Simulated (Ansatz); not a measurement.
# NiO (Fm-3m) in Ansatz: settings compared

Aim: see how the results for NiO move with the level of theory and the settings. Levels: PBE+D3(BJ), r2SCAN+D4, rPW86-PBE+rVV10. Tasks: relaxation of cell and atoms.

Everything below comes from runs of Ansatz 0.2.0. Logs are shortened: lines on timing, memory, paths and dates and some standing lists are left out, and cuts for length are marked.

**1. The structure**

Symmetry: Fm-3m, No. 225, cubic system. Conventional cell: a = 4.172 Å, b = 4.172 Å, c = 4.172 Å, α = 90.00°, β = 90.00°, γ = 90.00°. Around Ni (site symmetry m-3m) lie 6 O at 2.09 Å. O (site symmetry m-3m) is surrounded by 6 Ni at 2.09 Å.

**2. Relaxation of cell and atoms, PBE+D3(BJ), collinear spin, ferromagnetic start**

input.yaml

```yaml
crystal:
  lattice:
    - [0.0, 2.0859016414, 2.0859016414]
    - [2.0859016414, 0.0, 2.0859016414]
    - [2.0859016414, 2.0859016414, 0.0]
  atoms:
    - { symbol: Ni, position: [0.0, 0.0, 0.0], spin: 1.0 }
    - { symbol: O, position: [0.5, 0.5, 0.5] }
hamiltonian:
  xc: pbe
  pseudopotentials: { kind: paw }
  dispersion: d3bj
magnetization:
  spin_polarized: true
kpoints:
  mp_grid: { grid: [11, 11, 11] }
scf:
  occupations: { method: fermi_dirac, width: 0.05 }
output:
  forces: true
  stress: true
relax:
  f_tol: 0.01
  max_steps: 40
  cell: { stress_tol: 0.05 }
```

Potentials or basis: Ansatz PAW.

The run is started by

```sh
ansatz run input.yaml --threads 2 --pin off --max-ram 5120MiB --backend cpu --events-out ev --progress --plain --runs-dir out
```

What it wrote:

```text
Warning: RAYON_NUM_THREADS=2 ignored (pool sized by the plan → 2); use --threads N
Engine: ansatz 0.2.0, aarch64-unknown-linux-gnu
Pseudopotentials: kind: paw
Pseudopotential: Ni, paw, valence charge 18, recommended cutoff 420 eV (normal), Ni.paw.azcp
Pseudopotential: O, paw, valence charge 6, recommended cutoff 420 eV (normal), O.paw.azcp
Functional definition: PBE
  parameter kappa = 0.804
  parameter beta = 0.06672455060314922
  exchange = pbe_x(kappa = kappa, mu = beta*pi^2/3)
  correlation = pbe_c(beta = beta)
Crystal: 2 atoms, lattice volume = 18.151 Å³
Basis set: ecut = 420 eV, 339 PW (Γ), exchange–correlation on 40×40×40 points (8 copies of the dense FFT grid, shifted against one another)
Bands: 17, of which v1, the nominal top of the filled ones, is band 12 counted from 1 (11 counted from 0)
Symmetry: 48 space group operations
Space group: Fm-3m (ITA 225), of the structure as read, at distance tolerance 2.6e-5 Å
Magnetic group: BNS 225.116 (UNI 1618), of the structure as read, at distance tolerance 2.6e-5 Å
k-points: 56 of 1331
Non-local potential: Ni, projectors of the file, l = 0: 3, l = 1: 2, l = 2: 3, l = 3: 1
Non-local potential: O, projectors of the file, l = 0: 2, l = 1: 2, l = 2: 1
PAW form: soft (Blöchl's): semilocal exchange-correlation on the pseudo side does not see the compensation charge
PAW one-centre angular grid: Ni, 590 points (default); XC on 64 Gauss nodes
PAW one-centre angular grid: O, 110 points (default); XC on 64 Gauss nodes
Initial density: superposition of atomic densities (chi_scale 0.1, normalization cell, long waves kept (reshape's long-wave potential 0.00 eV rms))
Starting moments: Σ|m| = 1 μB on 1 of 2 sites
Initial wavefunctions: pseudopotential atomic-orbital guess
Functional: x = pbe(κ = 0.804, μ = 0.2195149727645171), c = pbe(β = 0.06672455060314922)
SCF iter   1: F=—  HF=-6405.073806 eV  |F-HF|=—  |Δ(HF+E_count)|=         —  Δρ=1.46e-1 (↑1.07e-1 ↓1.46e-1)  dr2=7.91e0  dr2_m=1.03e-1  M=0.883 μB ∫|m|=0.883 μB  β_m=0.30  ethr=3.10e-3  ⟨swp⟩=5.6  Hψ=8379  notcnv=0
Mixer restart at iter 1: flushing history
preconditioner: auto → none  [metal: Δε(μ)=0.010 eV  Ē_g=14.192 eV  σ=0.050 eV  W_gap=0.05  n_scr=8 (ndim 8)  ℏωp=34.9 eV  f_vac=0.000  D(μ)=2.24/eV (n_scr^D=26)  sad-step TF]
SCF iter   2: F=—  HF=-6405.622719 eV  |F-HF|=—  |Δ(HF+E_count)|=   5.49e-1  Δρ=5.75e-2 (↑3.93e-2 ↓5.75e-2)  dr2=8.97e-1  dr2_m=6.65e-2  M=1.027 μB ∫|m|=1.028 μB  β_m=0.36  ethr=3.10e-3  ⟨swp⟩=3.0  Hψ=4843  notcnv=0  defer=20
SCF iter   3: F=—  HF=-6406.006196 eV  |F-HF|=—  |Δ(HF+E_count)|=   3.83e-1  Δρ=3.15e-2 (↑2.12e-2 ↓3.15e-2)  dr2=1.71e-1  dr2_m=3.92e-2  M=1.090 μB ∫|m|=1.091 μB  β_m=0.60  ethr=3.10e-3  ⟨swp⟩=2.0  Hψ=3285  notcnv=0  defer=15
SCF iter   4: F=—  HF=-6406.193978 eV  |F-HF|=—  |Δ(HF+E_count)|=         —  Δρ=3.83e-2 (↑2.57e-2 ↓3.83e-2)  dr2=3.03e-2  dr2_m=1.66e-1  M=1.417 μB ∫|m|=1.419 μB  β_m=0.60  ethr=7.13e-4  ⟨swp⟩=2.4  Hψ=3190  notcnv=0  defer=15
Mixer restart at iter 4: flushing history
[... 73 lines left out ...]
SCF iter   3: F=—  HF=-6406.205119 eV  |F-HF|=—  |Δ(HF+E_count)|=  4.00e-11  Δρ=1.08e-6 (↑5.01e-7 ↓1.08e-6)  dr2=5.54e-11  dr2_m=1.03e-10  M=1.765 μB ∫|m|=1.773 μB  β_m=0.73  ethr=1.00e-12  ⟨swp⟩=2.7  Hψ=3162  notcnv=0
SCF iter   4: F=—  HF=-6406.205119 eV  |F-HF|=—  |Δ(HF+E_count)|=  1.02e-10  Δρ=7.96e-7 (↑2.12e-7 ↓7.96e-7)  dr2=4.68e-11  dr2_m=4.10e-11  M=1.765 μB ∫|m|=1.773 μB  β_m=0.86  ethr=1.00e-12  ⟨swp⟩=1.0  Hψ=1904  notcnv=0
SCF iter   5: F=—  HF=-6406.205119 eV  |F-HF|=—  |Δ(HF+E_count)|=  5.64e-11  Δρ=1.79e-7 (↑1.17e-7 ↓1.79e-7)  dr2=4.70e-12  dr2_m=2.51e-12  M=1.765 μB ∫|m|=1.773 μB  β_m=0.77  ethr=1.00e-12  ⟨swp⟩=2.0  Hψ=2333  notcnv=0
SCF iter   6: F=-6406.205119 eV  HF=-6406.205119 eV  |F-HF|=2.73e-12  |Δ(HF+E_count)|=  2.73e-12  Δρ=5.34e-8 (↑2.40e-8 ↓5.34e-8)  dr2=4.21e-13  dr2_m=1.38e-13  M=1.765 μB ∫|m|=1.773 μB  ethr=1.00e-12  ⟨swp⟩=3.6  Hψ=7245  notcnv=0
SCF 6 converged in 6 iterations: F = -6406.205119 eV  dr2 = 4.21e-13
relax step   6: F+E_penalty+E_count = -6406.20511855 eV  Δ(F+E_penalty+E_count) = -1.368e-9 eV  max|allowed force component| = 7.100e-30 eV/Å  Δτ_max = 0.0000 Å  P = +0.004 GPa  Ω = 18.372 Å³  stress off target by 4.22e-3 GPa  SCF on the basis re-selected at this cell (its energy is not comparable with the rows above)  (6 SCF iters)
basis re-selected at this cell: Δ(F+E_penalty+E_count) = -1.368e-9 eV, ΔP = +0.002 GPa vs the last step (what re-selecting the basis moved, of the pressure what is left beyond the Pulay correction that the steps carried, after the strain that the cell walked since its last selection, with what the two solves' SCF thresholds leave and, on support functions, any second-order correction that the steps lacked; it is no measure of the basis error at this ecutwfc). This SCF's stress stands 4.22e-3 GPa from its target on what of the cell is left free (relax.cell.stress_tol is 5.00e-2 GPa) and its largest allowed force component is 7.10e-30 eV/Å (relax.f_tol is 1.00e-2 eV/Å): within both
SCF converged after 6 iterations
Magnetization: 1.7652 μB (12.8826 up, 11.1174 down)
Absolute magnetization: 1.7723 μB (∫|ρ↑−ρ↓|, with the PAW one-centre terms)
Spin contamination: 0.0065 ħ² per cell (⟨S²⟩ above its minimum at these occupations)
Per-site moments (μB) at R_I (Å): [(1.4261569483428076, 0.8639075115407834), (0.28370840764023014, 0.8639075115407834)]
Free energy (F): -6406.205119 eV
Harris-Foulkes:  -6406.205119 eV  (|F-HF|=2.73e-12)
Internal energy: -6406.195442 eV  (E = F + TS)
E sigma→0 (E₀):  -6406.200280 eV
Entropy (-TS):   -0.009677 eV (-4.839 meV/atom)
Fermi energy:    14.256392 eV
--- Per-component energies (eV) ---
  E_band       = -330.655821
  E_kinetic    = 451.703687
  E_local      = -4013.231828  (includes V_loc(G=0)·N_el)
  E_nonlocal   = 692.743946
  E_hartree    = 1652.881364
  E_xc         = -155.919941
  E_vxc        = -200.005903  (∫ρ·V_xc dr)
  E_paw        = -1792.133502  (= ΣΔE_a)
  E_vpaw       = -567.631260  (= ΣTr[D̂ρ^β])
  E_aug_tail   = 0.002844  (compensation charges beyond the density's cutoff)
  E_ewald      = -3241.713954
  E_disp       = -0.528058  (pairwise vdW)
  E_smearing   = -0.009677  (= −TS)
  E_closure    = -0.000000  (closes the sum)
  Σ components = -6406.205119   (vs F -6406.205119, Δ=0.00e0)
--- Forces (eV/Å), atoms counted from 1 ---
  atom   1  Ni    -0.00000000     0.00000000     0.00000000
  atom   2  O      0.00000000    -0.00000000    -0.00000000
  max |Σ_I F_I| component: 1.31e-29 eV/Å
--- Stress (GPa, compression-positive) ---
        0.004221      -0.000000      -0.000000
       -0.000000       0.004221      -0.000000
       -0.000000      -0.000000       0.004221
  P = ⅓ Tr σ = 0.0042 GPa (0.042 kbar)
--- Relaxed structure (4 steps of the walk, 4 accepted, 2 SCFs on fresh bases) ---
  F+E_penalty+E_count = -6406.20511855 eV   max|allowed force component| = 7.100e-30 eV/Å   (the final SCF, on the basis selected at the relaxed cell)
  cell:  # Å, volume = 18.3721 Å³
    - [-1.4330733842518854e-35, 2.0943212400988687, 2.0943212400988687]
    - [2.0943212400988687, -3.630452573438108e-34, 2.0943212400988687]
    - [2.0943212400988687, 2.0943212400988687, -4.251451039947258e-34]
  atoms:
    - { symbol: Ni, position: [-4.057506431319859e-37, 3.456394367395998e-37, 4.057506431197396e-37] }
    - { symbol: O, position: [0.5, 0.5, 0.5] }
```

Run time: 9.7 s. Hardware: 2 threads of Arm Neoverse V1, shared host; peak memory 0.3 GiB.

Results:

| Quantity | Value |
| --- | --- |
| Free energy | -6406.2051 eV |
| Relaxed volume | 9.19 Å³/atom |
| Relaxed cell | a = 2.962 Å, b = 2.962 Å, c = 2.962 Å, α = 60.00°, β = 60.00°, γ = 60.00° |
| Space group after relaxing (to 0.05 Å) | Fm-3m (No. 225) |
| Energy gained by relaxing | 0.8 meV/atom |
| Ionic steps | 6 |
| Pressure after relaxing | 0.0 GPa |
| Net moment | 1.77 μB per cell |
| Absolute moment | 1.77 μB per cell |
| Site moments | Ni +1.43; O +0.28 μB |

Step by step:
```csv
step,energy change (eV),largest force (eV/Å),volume (Å³)
1,0.0000,0.0000,18.15
2,-0.0007,0.0000,18.26
3,-0.0006,0.0000,18.36
4,-0.0016,0.0000,18.36
5,-0.0016,0.0000,18.37
6,-0.0016,0.0000,18.37
```

Final structure:
```xyz
2
Lattice="0.0000 2.0943 2.0943 2.0943 0.0000 2.0943 2.0943 2.0943 0.0000" Properties=species:S:1:pos:R:3 pbc="T T T"
Ni    0.0000    0.0000    0.0000
O     2.0943    2.0943    2.0943
```

Caveat: the plane-wave basis is chosen anew once the cell has moved, so the energies of steps on either side of that aren't comparable; the pressure holds a Pulay correction of +0.7 GPa for the finite cutoff; a cell with one magnetic atom can't hold antiferromagnetic order, which such compounds often take.

**3. Relaxation of cell and atoms, r2SCAN+D4, collinear spin, ferromagnetic start**

input.yaml, as its differences from that of step 2:

```diff
@@ -9,5 +9,5 @@
 hamiltonian:
-  xc: pbe
+  xc: r2scan
   pseudopotentials: { kind: paw }
-  dispersion: d3bj
+  dispersion: d4
 magnetization:
@@ -21,2 +21,6 @@
   stress: true
+  write_density: true
+  write_potential: true
+  elf: true
+  volumetric_format: npy
 relax:
```

Potentials or basis: Ansatz PAW.

The run is started by

```sh
ansatz run input.yaml --threads 2 --pin off --max-ram 5120MiB --backend cpu --events-out ev --progress --plain --runs-dir out
```

Wall time 16 s (2 threads of Arm Neoverse V1, shared host); peak memory 0.39 GiB.

It converged, with:

```
Free energy                            : -6413.6731 eV
Relaxed volume                         : 9.12 Å³/atom
Relaxed cell                           : a = 2.955 Å, b = 2.955 Å, c = 2.955 Å, α = 60.00°, β = 60.00°, γ = 60.00°
Space group after relaxing (to 0.05 Å) : Fm-3m (No. 225)
Energy gained by relaxing              : 0.2 meV/atom
Ionic steps                            : 4
Pressure after relaxing                : 0.0 GPa
Band gap on the k mesh                 : 0.84 eV, indirect (least direct gap 1.78 eV)
Net moment                             : 2.00 μB per cell
Absolute moment                        : 2.02 μB per cell
Site moments                           : Ni +1.67; O +0.29 μB
```

The path:
| step | energy change (eV) | largest force (eV/Å) | volume (Å³) |
| --- | --- | --- | --- |
| 1 | 0.0000 | 0.0000 | 18.15 |
| 2 | -0.0002 | 0.0000 | 18.20 |
| 3 | -0.0002 | 0.0000 | 18.24 |
| 4 | -0.0003 | 0.0000 | 18.24 |

Final structure:
```
Ni O
1.0
     0.00000    2.08941    2.08941
     2.08941    0.00000    2.08941
     2.08941    2.08941    0.00000
Ni O
1 1
Cartesian
  0.0000 0.0000 0.0000
  2.0894 2.0894 2.0894
```

Levels at points of the mesh, in eV from the valence-band top:
Spin up:
```csv
k point,band 10,band 11,band 12,band 13,band 14,band 15,band 16,band 17
"(0.00, 0.00, 0.00)",-3.05,-2.79,-2.79,-2.79,2.14,18.73,19.65,19.65
```
Spin down:
```tsv
k point	band 7	band 8	band 9	band 10	band 11	band 12	band 13	band 14	band 15	band 16
(0.00, 0.00, 0.00)	-2.15	-2.15	-2.14	-2.14	-2.14	0.84	0.84	2.73	18.82	19.99
```

Caveat: the magnetic or orbital state may not be the lowest; odd divisions of the mesh miss points on the zone boundary, where band edges often lie, so the gap on the mesh can be too wide; the plane-wave basis is chosen anew once the cell has moved, so the energies of steps on either side of that aren't comparable; a cell with one magnetic atom can't hold antiferromagnetic order, which such compounds often take; the PAW data sets come from PBE, with cores solved anew for the run's functional, which leaves a small shift of forces and pressure. Zero-point motion and thermal expansion aren't in these numbers.

**4. Relaxation of cell and atoms, rPW86-PBE+rVV10, collinear spin, ferromagnetic start**

input.yaml, as its differences from that of step 3:

```diff
@@ -9,5 +9,5 @@
 hamiltonian:
-  xc: r2scan
+  xc: { exchange: rpw86, correlation: pbe }
   pseudopotentials: { kind: paw }
-  dispersion: d4
+  dispersion: rvv10
 magnetization:
@@ -21,6 +21,2 @@
   stress: true
-  write_density: true
-  write_potential: true
-  elf: true
-  volumetric_format: npy
 relax:
```

Potentials or basis: Ansatz PAW.

The run is started by

```sh
ansatz run input.yaml --threads 2 --pin off --max-ram 5120MiB --backend cpu --events-out ev --progress --plain --runs-dir out
```

What it wrote:

```text
Warning: RAYON_NUM_THREADS=2 ignored (pool sized by the plan → 2); use --threads N
Engine: ansatz 0.2.0, aarch64-unknown-linux-gnu
Pseudopotentials: kind: paw
Pseudopotential: Ni, paw, valence charge 18, recommended cutoff 420 eV (normal), Ni.paw.azcp
Pseudopotential: O, paw, valence charge 6, recommended cutoff 420 eV (normal), O.paw.azcp
Functional definition: unnamed
  exchange = rpw86_x
  correlation = pbe_c + rvv10(6.3, 0.0093)
Crystal: 2 atoms, lattice volume = 18.151 Å³
Basis set: ecut = 420 eV, 339 PW (Γ), exchange–correlation on 48×48×48 points (8 copies of the dense FFT grid, shifted against one another)
Bands: 17, of which v1, the nominal top of the filled ones, is band 12 counted from 1 (11 counted from 0)
Symmetry: 48 space group operations
Space group: Fm-3m (ITA 225), of the structure as read, at distance tolerance 2.6e-5 Å
Magnetic group: BNS 225.116 (UNI 1618), of the structure as read, at distance tolerance 2.6e-5 Å
k-points: 56 of 1331
Non-local potential: Ni, projectors of the file, l = 0: 3, l = 1: 2, l = 2: 3, l = 3: 1
Non-local potential: O, projectors of the file, l = 0: 2, l = 1: 2, l = 2: 1
PAW form: soft (Blöchl's): semilocal exchange-correlation on the pseudo side does not see the compensation charge
rVV10 density: all electrons in the spheres
[... 132 lines left out ...]
  E_hartree    = 1677.298605
  E_xc         = -154.296792
  E_vxc        = -199.149890  (∫ρ·V_xc dr)
  E_paw        = -1823.677100  (= ΣΔE_a)
  E_vpaw       = -567.490686  (= ΣTr[D̂ρ^β])
  E_aug_tail   = 0.002064  (compensation charges beyond the density's cutoff)
  E_ewald      = -3198.376839
  E_core_change = -0.168193  (= ΣΔE_core)
  E_smearing   = -0.007463  (= −TS)
  E_closure    = -0.000000  (closes the sum)
  Σ components = -6435.745142   (vs F -6435.745142, Δ=0.00e0)
--- Forces (eV/Å), atoms counted from 1 ---
  atom   1  Ni    -0.00000000     0.00000000     0.00000000
  atom   2  O      0.00000000    -0.00000000    -0.00000000
  max |Σ_I F_I| component: 8.74e-30 eV/Å
--- Stress (GPa, compression-positive) ---
        0.026285      -0.000000      -0.000000
       -0.000000       0.026285       0.000000
       -0.000000       0.000000       0.026285
  P = ⅓ Tr σ = 0.0263 GPa (0.263 kbar)
--- Relaxed structure (5 steps of the walk, 5 accepted, 2 SCFs on fresh bases) ---
  F+E_penalty+E_count = -6435.74514225 eV   max|allowed force component| = 5.095e-30 eV/Å   (the final SCF, on the basis selected at the relaxed cell)
  cell:  # Å, volume = 19.1291 Å³
    - [-2.5954551259492534e-34, 2.1226987096959875, 2.1226987096959875]
    - [2.1226987096959875, 3.184607517252806e-34, 2.1226987096959875]
    - [2.1226987096959875, 2.1226987096959875, -4.187758889536063e-34]
  atoms:
    - { symbol: Ni, position: [-1.6230025725176106e-36, 1.3825577469270729e-36, 1.6230025725242805e-36] }
    - { symbol: O, position: [0.5, 0.5, 0.5] }
```

Run time: 14 s. Hardware: 2 threads of Arm Neoverse V1, shared host; peak memory 0.35 GiB.

What came out:

```yaml
Free_energy: -6435.7451 eV
Relaxed_volume: 9.56 Å³/atom
Relaxed_cell: a = 3.002 Å, b = 3.002 Å, c = 3.002 Å, α = 60.00°, β = 60.00°, γ = 60.00°
Space_group_after_relaxing_to_0.05_Å: Fm-3m (No. 225)
Energy_gained_by_relaxing: 14.6 meV/atom
Ionic_steps: 7
Pressure_after_relaxing: 0.0 GPa
Net_moment: 1.86 μB per cell
Absolute_moment: 1.86 μB per cell
Site_moments: Ni +1.50; O +0.30 μB
```

Step by step:
```csv
step,energy change (eV),largest force (eV/Å),volume (Å³)
1,0.0000,0.0000,18.15
2,-0.0181,0.0000,18.59
3,-0.0235,0.0000,19.06
4,-0.0234,0.0000,19.08
5,-0.0292,0.0000,19.08
6,-0.0290,0.0000,19.13
7,-0.0293,0.0000,19.13
```

Final structure:
```
Ni O
1.0
     0.00000    2.12270    2.12270
     2.12270    0.00000    2.12270
     2.12270    2.12270    0.00000
Ni O
1 1
Direct
  0.00000 0.00000 0.00000
  0.50000 0.50000 0.50000
```

Caveat: the plane-wave basis is chosen anew once the cell has moved, so the energies of steps on either side of that aren't comparable; the pressure holds a Pulay correction of +0.8 GPa for the finite cutoff; a cell with one magnetic atom can't hold antiferromagnetic order, which such compounds often take; the PAW data sets come from PBE, with cores solved anew for the run's functional, which leaves a small shift of forces and pressure.

**5. Summary**

| level | cutoff (eV) | pressure (GPa) | moment (μB) | relaxed volume (Å³/atom) |
| --- | --- | --- | --- | --- |
| PBE+D3(BJ) | 420 | 0.0 | 1.77 | 9.19 |
| r2SCAN+D4 | 500 | 0.0 | 2.00 | 9.12 |
| rPW86-PBE+rVV10 | 420 | 0.0 | 1.86 | 9.56 |

Alike in all rows: task relaxation of cell and atoms; potentials or basis Ansatz PAW; spin collinear, ferromagnetic start; cell relaxed; k mesh 11 × 11 × 11; smearing fermi-dirac 0.05 eV.

Caveats: the plane-wave basis is chosen anew once the cell has moved, so the energies of steps on either side of that aren't comparable; a cell with one magnetic atom can't hold antiferromagnetic order, which such compounds often take; the PAW data sets come from PBE, with cores solved anew for the run's functional, which leaves a small shift of forces and pressure (some runs); the magnetic or orbital state may not be the lowest (some runs); odd divisions of the mesh miss points on the zone boundary, where band edges often lie, so the gap on the mesh can be too wide (some runs).

Total energies depend on the potentials used, so only differences within one code and one set of settings carry meaning.
